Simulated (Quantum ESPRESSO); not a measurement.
**GaN: Wannier functions under several settings**

```
Ga N
1.0
     3.18000    0.00000    0.00000
    -1.59000    2.75396    0.00000
     0.00000    0.00000    5.16600
Ga N
2 2
Direct
  0.66667 0.33333 0.50000
  0.33333 0.66667 0.00000
  0.66667 0.33333 0.87500
  0.33333 0.66667 0.37500
```

All runs used Quantum ESPRESSO 7.5; potentials GBRV 1.5 PBE; k mesh 8 × 8 × 4; given cell; no spin polarisation; cutoff 762 eV; occupations fermi-dirac, width 0.05 eV.

| level | start | Wannier mesh | functions | spread a function (Å²) | RMS miss of the bands (meV) |
| --- | --- | --- | --- | --- | --- |
| PBE | atomic projections with disentanglement | 6 × 6 × 3 | ? | ? | ? |
| PBE | atomic projections with disentanglement, not minimised | 6 × 6 × 3 | 26 | 0.79 | 6 |
| PBE | SCDM with an erfc weight | 6 × 6 × 3 | 26 | 1.32 | 17 |
| PBE | SCDM on the occupied bands | 6 × 6 × 3 | 18 | 0.58 | 13 |

Q: What stands in the row left open?

A: Functions 26; spread a function 0.56 Å²; RMS miss of the bands 6 meV.

Caveats: the Wannier minimisation didn't converge (some runs).

For the row left open. Caveat: the Wannier minimisation didn't converge.
